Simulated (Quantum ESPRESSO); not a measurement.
# BAs (F-43m) in Quantum ESPRESSO: notebook, part 5 of 5

Quantum ESPRESSO 7.5.

## (6) Wannier functions, PBE

The input, pw.in:

```
&CONTROL
  calculation = 'scf'
  prefix = 'pwscf'
  outdir = './tmp'
  pseudo_dir = './pseudo'
  tprnfor = .true.
  tstress = .true.
  disk_io = 'low'
/
&SYSTEM
  ibrav = 0
  nat = 2
  ntyp = 2
  ecutwfc = 84
  nbnd = 15
  occupations = 'smearing'
  smearing = 'fd'
  degauss = 0.00367493
/
&ELECTRONS
  conv_thr = 4d-10
  electron_maxstep = 120
  mixing_beta = 0.5
/
ATOMIC_SPECIES
As    74.9216 As.upf
B     10.8100 B.upf
CELL_PARAMETERS angstrom
   0.0000000000    2.3885000000    2.3885000000
   2.3885000000    0.0000000000    2.3885000000
   2.3885000000    2.3885000000    0.0000000000
ATOMIC_POSITIONS crystal
As     0.7500000000    0.7500000000    0.7500000000
B      0.0000000000    0.0000000000    0.0000000000
K_POINTS automatic
8 8 8 0 0 0
```

Changes to nscf.in since step 3:

```diff
@@ -12,3 +12,3 @@
   ecutwfc = 84
-  nbnd = 42
+  nbnd = 21
   occupations = 'smearing'
@@ -16,4 +16,2 @@
   degauss = 0.00367493
-  noncolin = .true.
-  lspinorb = .true.
   nosym = .true.
```

The input, pw2wan.in:

```
&INPUTPP
  prefix = 'pwscf'
  outdir = './tmp'
  seedname = 'w'
  write_mmn = .true.
  write_amn = .true.
  scdm_proj = .true.
  scdm_entanglement = 'erfc'
  scdm_mu = 15.55
  scdm_sigma = 3
/
```

Changes to bands.in since step 3:

```diff
@@ -12,3 +12,3 @@
   ecutwfc = 84
-  nbnd = 42
+  nbnd = 21
   occupations = 'smearing'
@@ -16,4 +16,2 @@
   degauss = 0.00367493
-  noncolin = .true.
-  lspinorb = .true.
 /
```

Changes to w.win since step 3:

```diff
@@ -1,8 +1,5 @@
-num_wann = 16
-num_bands = 32
-guiding_centres = true
-dis_froz_max = 14.37
-dis_num_iter = 600
-dis_mix_ratio = 0.5
-dis_conv_tol = 1.0d-9
+num_wann = 8
+num_bands = 16
+auto_projections = true
+dis_num_iter = 0
 num_iter = 400
@@ -11,3 +8,3 @@
 num_print_cycles = 40
-fermi_energy = 11.8489
+fermi_energy = 11.9473
 bands_plot = true
@@ -15,8 +12,3 @@
 mp_grid = 6 6 6
-spinors = true
-exclude_bands = 1-10
-begin projections
-As: s;p
-B: s;p
-end projections
+exclude_bands = 1-5
 begin unit_cell_cart
```

Potentials or basis: PseudoDojo 0.4.1 SR PBE standard.

Command:

```console
OMP_NUM_THREADS=1 pw.x -in pw.in > pw.out
OMP_NUM_THREADS=1 pw.x -in nscf.in > nscf.out
wannier90.x -pp w
OMP_NUM_THREADS=1 pw2wannier90.x -in pw2wan.in > pw2wan.out
wannier90.x w
OMP_NUM_THREADS=1 pw.x -in bands.in > bands.out
```

pw.out:

```text
This program is part of the open-source Quantum ESPRESSO suite
     for quantum simulation of materials; please cite
[... 9 lines left out ...]
     --------------------
     sticks:   dense  smooth     PW     G-vecs:    dense   smooth      PW
     Sum         955     955    283                19195    19195    3143

     Using Slab Decomposition

     bravais-lattice index     =            0
     lattice parameter (alat)  =       6.3832  a.u.
     unit-cell volume          =     183.9087 (a.u.)^3
     number of atoms/cell      =            2
     number of atomic types    =            2
     number of electrons       =        18.00
     number of Kohn-Sham states=           15
     kinetic-energy cutoff     =      84.0000  Ry
     charge density cutoff     =     336.0000  Ry
     scf convergence threshold =      4.0E-10
     mixing beta               =       0.5000
     number of iterations used =            8  plain     mixing
     Exchange-correlation= PBE
                           (   1   4   3   4   0   0   0)

     celldm(1)=   6.383210  celldm(2)=   0.000000  celldm(3)=   0.000000
     celldm(4)=   0.000000  celldm(5)=   0.000000  celldm(6)=   0.000000

     crystal axes: (cart. coord. in units of alat)
               a(1) = (   0.000000   0.707107   0.707107 )
               a(2) = (   0.707107   0.000000   0.707107 )
               a(3) = (   0.707107   0.707107   0.000000 )

     reciprocal axes: (cart. coord. in units 2 pi/alat)
               b(1) = ( -0.707107  0.707107  0.707107 )
               b(2) = (  0.707107 -0.707107  0.707107 )
               b(3) = (  0.707107  0.707107 -0.707107 )

     PseudoPot. # 1 for As read from file:
     As.upf
     Pseudo is Norm-conserving + core correction, Zval = 15.0
     Generated using ONCVPSP code by D. R. Hamann
     Using radial grid of 1358 points,  6 beta functions with:
                l(1) =   0
                l(2) =   0
                l(3) =   1
                l(4) =   1
                l(5) =   2
                l(6) =   2

     PseudoPot. # 2 for B  read from file:
     B.upf
     Pseudo is Norm-conserving + core correction, Zval =  3.0
     Generated using ONCVPSP code by D. R. Hamann
     Using radial grid of 1534 points,  4 beta functions with:
                l(1) =   0
                l(2) =   0
                l(3) =   1
                l(4) =   1

     atomic species   valence    mass     pseudopotential
     As               15.00    74.92160     As( 1.00)
     B                 3.00    10.81000     B ( 1.00)

     24 Sym. Ops. (no inversion) found

   Cartesian axes

     site n.     atom                  positions (alat units)
         1        As     tau(   1) = (   1.0606602   1.0606602   1.0606602  )
         2        B      tau(   2) = (   0.0000000   0.0000000   0.0000000  )

     number of k points=    29  Fermi-Dirac smearing, width (Ry)=  0.0037
                       cart. coord. in units 2pi/alat
        k(    1) = (   0.0000000   0.0000000   0.0000000), wk =   0.0039062
        k(    2) = (   0.0883883   0.0883883  -0.0883883), wk =   0.0312500
        k(    3) = (   0.1767767   0.1767767  -0.1767767), wk =   0.0312500
        k(    4) = (   0.2651650   0.2651650  -0.2651650), wk =   0.0312500
        k(    5) = (  -0.3535534  -0.3535534   0.3535534), wk =   0.0156250
        k(    6) = (   0.1767767   0.0000000   0.0000000), wk =   0.0234375
[... 21 lines left out ...]
        k(   28) = (  -0.7071068   0.1767767  -0.0000000), wk =   0.0468750
        k(   29) = (  -0.7071068   0.3535534   0.0000000), wk =   0.0234375

     Dense  grid:    19195 G-vectors     FFT dimensions: (  40,  40,  40)

     Initial potential from superposition of free atoms

     starting charge      17.9995, renormalised to      18.0000
     Starting wfcs are   13 randomized atomic wfcs +    2 random wfcs

     Self-consistent Calculation

     iteration #  1     ecut=    84.00 Ry     beta= 0.50
     Davidson diagonalization with overlap
     ethr =  1.00E-02,  avg # of iterations =  4.9

     Threshold (ethr) on eigenvalues was too large:
     Diagonalizing with lowered threshold

     Davidson diagonalization with overlap
     ethr =  8.46E-04,  avg # of iterations =  1.1

     total energy              =    -217.99021579 Ry
     estimated scf accuracy    <       0.15336038 Ry

     iteration #  2     ecut=    84.00 Ry     beta= 0.50
     Davidson diagonalization with overlap
     ethr =  8.52E-04,  avg # of iterations =  2.6
[... 43 lines left out ...]
     total energy              =    -218.01880333 Ry
     estimated scf accuracy    <          6.9E-10 Ry

     iteration #  9     ecut=    84.00 Ry     beta= 0.50
     Davidson diagonalization with overlap
     ethr =  3.82E-12,  avg # of iterations =  2.2

     End of self-consistent calculation

          k = 0.0000 0.0000 0.0000 (  2421 PWs)   bands (ev):

   -24.5679 -24.5679 -24.5679 -24.5486 -24.5486  -4.0541  11.3430  11.3430
    11.3430  14.6351  14.6351  14.6351  16.0307  20.9517  24.5099

          k = 0.0884 0.0884-0.0884 (  2385 PWs)   bands (ev):

   -24.5674 -24.5667 -24.5667 -24.5485 -24.5485  -3.7983   9.3819  10.9061
    10.9061  14.7486  15.2119  15.2119  17.3125  21.8943  23.1064

          k = 0.1768 0.1768-0.1768 (  2406 PWs)   bands (ev):
[... 6 lines left out ...]
   -24.5651 -24.5629 -24.5629 -24.5464 -24.5464  -1.9478   3.8347   9.6979
     9.6979  14.1418  16.1973  16.1973  20.2116  23.1910  24.1671

          k =-0.3536-0.3536 0.3536 (  2392 PWs)   bands (ev):

   -24.5647 -24.5625 -24.5625 -24.5456 -24.5456  -1.1865   2.5683   9.5251
     9.5251  14.0446  16.1495  16.1495  20.2557  24.0846  26.0463

          k = 0.1768 0.0000 0.0000 (  2381 PWs)   bands (ev):

   -24.5686 -24.5656 -24.5656 -24.5493 -24.5477  -3.7125   9.8948  10.1846
    10.1846  13.9362  16.1654  16.1654  16.9852  21.5681  22.2615

          k = 0.2652 0.0884-0.0884 (  2388 PWs)   bands (ev):

   -24.5684 -24.5632 -24.5631 -24.5497 -24.5467  -3.1278   7.3816   9.4451
     9.7066  14.1971  16.2616  17.2106  17.8679  21.5794  23.7047

          k = 0.3536 0.1768-0.1768 (  2407 PWs)   bands (ev):
[... 11 lines left out ...]
   -24.5644 -24.5623 -24.5613 -24.5468 -24.5461  -1.3777   3.3593   8.0609
     9.4501  14.8067  16.4553  16.7119  20.4141  23.4856  23.5279

          k =-0.0884-0.2652 0.2652 (  2395 PWs)   bands (ev):

   -24.5656 -24.5629 -24.5628 -24.5486 -24.5465  -2.4959   5.5758   8.2418
    10.1497  15.1086  16.1940  16.7313  19.0268  21.6890  23.4734

          k = 0.0000-0.1768 0.1768 (  2401 PWs)   bands (ev):

   -24.5671 -24.5654 -24.5644 -24.5490 -24.5475  -3.3780   8.0850   9.1005
    10.8599  15.2039  15.3661  16.1298  18.1593  21.6564  23.0651

          k = 0.3536 0.0000 0.0000 (  2413 PWs)   bands (ev):

   -24.5705 -24.5600 -24.5600 -24.5514 -24.5456  -2.7092   7.2476   8.6450
     8.6450  13.0158  15.8929  18.7584  18.7584  21.6703  25.1776

          k = 0.4419 0.0884-0.0884 (  2389 PWs)   bands (ev):

   -24.5701 -24.5579 -24.5576 -24.5516 -24.5446  -1.8461   5.4094   7.6972
     8.1841  13.3904  15.5565  19.1730  19.5439  23.1242  26.3532

          k =-0.1768-0.5303 0.5303 (  2395 PWs)   bands (ev):

   -24.5678 -24.5580 -24.5568 -24.5504 -24.5446  -0.7822   3.6354   6.6182
     8.1724  13.7537  17.2145  19.0434  19.2854  23.3891  26.5286

          k =-0.0884-0.4419 0.4419 (  2379 PWs)   bands (ev):

   -24.5653 -24.5597 -24.5575 -24.5484 -24.5464  -0.5633   3.3538   5.9936
     8.6066  14.1806  18.3369  18.5884  20.1868  21.8379  23.6292

          k = 0.0000-0.3536 0.3536 (  2385 PWs)   bands (ev):

   -24.5642 -24.5619 -24.5598 -24.5483 -24.5467  -1.5375   4.7075   6.2636
     9.3792  14.8760  17.4789  18.3282  18.7621  21.8237  23.5413

          k = 0.5303-0.0000 0.0000 (  2393 PWs)   bands (ev):

   -24.5723 -24.5544 -24.5544 -24.5535 -24.5435  -1.1531   4.5258   7.6223
     7.6223  12.5516  13.9188  21.3245  21.3245  23.4053  27.8446

          k =-0.0884-0.6187 0.6187 (  2391 PWs)   bands (ev):

   -24.5714 -24.5543 -24.5533 -24.5529 -24.5434  -0.2485   3.4064   6.5760
     7.5084  12.9952  14.3252  21.5624  21.6410  23.8282  27.8601

          k = 0.0000-0.5303 0.5303 (  2382 PWs)   bands (ev):

   -24.5683 -24.5560 -24.5543 -24.5515 -24.5449   0.0816   3.2105   5.4039
     7.8634  13.4045  16.9088  20.5864  21.1215  21.9932  24.9147

          k =-0.7071 0.0000 0.0000 (  2402 PWs)   bands (ev):

   -24.5730 -24.5545 -24.5521 -24.5521 -24.5426   0.1240   2.8294   7.2705
     7.2705  12.7968  12.8013  22.7340  22.7340  24.2345  28.6110

          k = 0.3536 0.1768 0.0000 (  2391 PWs)   bands (ev):

   -24.5680 -24.5613 -24.5603 -24.5502 -24.5457  -2.4022   6.1505   7.6363
     9.3257  14.5868  16.5840  17.3211  18.5529  22.1528  24.7693

          k =-0.2652-0.4419 0.6187 (  2398 PWs)   bands (ev):

   -24.5660 -24.5612 -24.5580 -24.5493 -24.5454  -1.3358   4.1896   6.9145
     8.6124  15.2111  16.4318  17.8991  19.4462  22.8295  24.7891

          k =-0.1768-0.3536 0.5303 (  2392 PWs)   bands (ev):
[... 6 lines left out ...]
   -24.5695 -24.5574 -24.5547 -24.5519 -24.5442  -0.9248   4.2889   6.7194
     7.4777  14.1365  15.2485  18.9800  21.2784  23.3950  26.4535

          k =-0.0884-0.4419 0.6187 (  2383 PWs)   bands (ev):

   -24.5667 -24.5588 -24.5538 -24.5509 -24.5451  -0.0823   3.3846   5.7840
     7.2162  14.7859  17.0657  18.4847  20.7267  22.5601  26.2088

          k = 0.0000-0.3536 0.5303 (  2387 PWs)   bands (ev):

   -24.5644 -24.5613 -24.5548 -24.5497 -24.5461  -0.3752   3.6865   5.5515
     7.7354  15.3313  17.6126  18.0360  20.5934  21.6891  24.6376

          k =-0.7071 0.1768-0.0000 (  2386 PWs)   bands (ev):

   -24.5701 -24.5551 -24.5536 -24.5518 -24.5438   0.2009   3.0315   6.5369
     6.6539  14.2476  14.3595  21.0609  21.3551  23.7766  27.2574

          k =-0.7071 0.3536 0.0000 (  2400 PWs)   bands (ev):

   -24.5645 -24.5608 -24.5529 -24.5507 -24.5455   0.2831   3.2956   5.8667
     6.1581  16.6211  17.2943  18.1752  18.4070  23.6899  26.9164

     the Fermi energy is    11.9298 ev

!    total energy              =    -218.01880333 Ry
     estimated scf accuracy    <          3.4E-11 Ry
     smearing contrib. (-TS)   =      -0.00000001 Ry
     internal energy E=F+TS    =    -218.01880332 Ry

     The total energy is F=E-TS. E is the sum of the following terms:
     one-electron contribution =    -102.13121376 Ry
     hartree contribution      =      60.97251704 Ry
     xc contribution           =     -50.01798385 Ry
     ewald contribution        =    -126.84212275 Ry

     convergence has been achieved in   9 iterations

     Forces acting on atoms (cartesian axes, Ry/au):

     atom    1 type  1   force =     0.00000000    0.00000000    0.00000000
     atom    2 type  2   force =     0.00000000    0.00000000    0.00000000

     Total force =     0.000000     Total SCF correction =     0.000000

     Computing stress (Cartesian axis) and pressure

          total   stress  (Ry/bohr**3)                   (kbar)     P=       27.44
   0.00018655  -0.00000000  -0.00000000           27.44       -0.00       -0.00
  -0.00000000   0.00018655  -0.00000000           -0.00       27.44       -0.00
  -0.00000000  -0.00000000   0.00018655           -0.00       -0.00       27.44

=------------------------------------------------------------------------------=
   JOB DONE.
=------------------------------------------------------------------------------=
```

Run time: 75 s. Hardware: 1 thread of AMD EPYC 9R45 (Zen 5), shared host; peak memory 0.2 GiB.

Results:

- Free energy: -2966.2969 eV
- Pressure: 2.7 GPa
- Band gap on the k mesh: 1.21 eV, indirect (least direct gap 3.29 eV)
- Band gap along the path: 1.20 eV, indirect (least direct gap 3.29 eV)
- Total Wannier spread: 15.18 Å² over 8 functions
- RMS miss of the Wannier bands: 0.043 eV

Levels at the corners of the path, in eV from the valence-band top:
```tsv
point	band 5	band 6	band 7	band 8	band 9	band 10	band 11	band 12	band 13	band 14
Γ	-35.89	-15.40	0.00	0.00	0.00	3.29	3.29	3.29	4.69	9.61
X	-35.89	-11.22	-8.51	-4.07	-4.07	1.45	1.46	11.39	11.39	12.89
W	-35.89	-11.06	-8.05	-5.48	-5.18	5.28	5.95	6.83	7.06	12.35
K	-35.89	-11.26	-8.13	-5.94	-3.48	2.06	5.57	9.24	9.78	10.65
Γ	-35.89	-15.40	0.00	0.00	0.00	3.29	3.29	3.29	4.69	9.61
L	-35.89	-12.53	-8.77	-1.82	-1.82	2.70	4.81	4.81	8.91	12.74
U	-35.89	-11.26	-8.13	-5.94	-3.48	2.06	5.57	9.24	9.78	10.65
W	-35.89	-11.06	-8.05	-5.48	-5.18	5.28	5.95	6.83	7.06	12.35
L	-35.89	-12.53	-8.77	-1.82	-1.82	2.70	4.81	4.81	8.91	12.74
K	-35.89	-11.26	-8.13	-5.94	-3.48	2.06	5.57	9.24	9.78	10.65
U	-35.89	-11.26	-8.13	-5.94	-3.48	2.06	5.57	9.24	9.78	10.65
X	-35.89	-11.22	-8.51	-4.07	-4.07	1.45	1.46	11.39	11.39	12.89
```

Wannier functions:
| function | nearest atom | distance (Å) | spread (Å²) | on-site energy from the reference level (eV) |
| --- | --- | --- | --- | --- |
| 1 | 2 B | 0.61 | 1.78 | -0.78 |
| 2 | 2 B | 0.60 | 1.78 | -0.77 |
| 3 | 2 B | 0.61 | 1.78 | -0.78 |
| 4 | 2 B | 0.60 | 1.78 | -0.78 |
| 5 | 1 As | 0.74 | 2.01 | -1.14 |
| 6 | 1 As | 0.74 | 2.01 | -1.14 |
| 7 | 1 As | 0.74 | 2.01 | -1.14 |
| 8 | 1 As | 0.74 | 2.01 | -1.14 |

Parts of the spread (Å²): invariant 11.90, diagonal 0.181, off-diagonal 3.10, total 15.18. Against the direct bands the interpolation misses by 43 meV (root mean square) and 137 meV at most, for states up to 1 eV over the reference level.

## (7) Overview

```tsv
task	level	potentials or basis	spin	cell	k mesh	k mesh for the Wannier functions	projections	q mesh	gap on the mesh (eV)	pressure (GPa)
phonons	vdW-DF-cx	PseudoDojo 0.4.1 SR PBE standard	off	relaxed	8 × 8 × 8, shifted	-	-	-	-	0.0
Wannier functions	PBEsol	PseudoDojo 0.4 FR PBEsol standard	SOC, no magnetisation	as given	8 × 8 × 8	6 × 6 × 6	As sp, B sp	-	1.04	-0.6
phonons	rev-vdW-DF2	PseudoDojo 0.4.1 SR PBE standard	off	relaxed	8 × 8 × 8, shifted	-	-	-	-	1.2
phonon dispersion	PBE	PseudoDojo 0.4.1 SR PBE standard	off	relaxed	6 × 6 × 6, shifted	-	-	2 × 2 × 2	-	0.0
Wannier functions	PBE	PseudoDojo 0.4.1 SR PBE standard	off	as given	8 × 8 × 8	6 × 6 × 6	-	-	1.21	2.7
```

Alike in all rows: cutoff (eV) 1143; smearing fermi-dirac 0.05 eV.

Caveats: the potentials were made for another functional, which shifts forces and pressure (some runs); before the sum rule the acoustic modes lie tens of cm⁻¹ from zero, a sign that the density grid also shifts the optical modes (some runs).

Absolute energies hang on the potentials; compare differences alone.
